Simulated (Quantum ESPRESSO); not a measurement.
The system is CsPbBr3.

```
Pb Cs Br
1.0
     5.87000    0.00000    0.00000
     0.00000    5.87000    0.00000
     0.00000    0.00000    5.87000
Pb Cs Br
1 1 3
Direct
  0.50000 0.50000 0.50000
  0.00000 0.00000 0.00000
  0.50000 0.50000 0.00000
  0.50000 0.00000 0.50000
  0.00000 0.50000 0.50000
```

Measurements of this composition are mostly on another form, of space group No. 62.

Base run:

```yaml
Program: Quantum ESPRESSO 7.5
Functional: LDA
Potentials_or_basis: PseudoDojo 0.4.1 SR LDA standard
Cutoff: 762 eV
Density_cutoff: 3048 eV
k_mesh: 4 × 4 × 4, shifted
Occupations: fermi-dirac, width 0.05 eV
Spin: no spin polarisation
```

Its results: pressure -1.3 GPa; electronic dielectric tensor (diagonal) 3.93.

After a change of settings the same cell gave: pressure -0.1 GPa; electronic dielectric tensor (diagonal) 3.89. Which change was it?
A. functional from LDA to PBEsol; potentials or basis from PseudoDojo 0.4.1 SR LDA standard to PseudoDojo 0.4.1 SR PBEsol standard
B. functional from LDA to PBE; potentials or basis from PseudoDojo 0.4.1 SR LDA standard to PseudoDojo 0.4.1 SR PBE standard
C. functional from LDA to BLYP; potentials or basis from PseudoDojo 0.4.1 SR LDA standard to PseudoDojo 0.4.1 SR PBE standard

A.
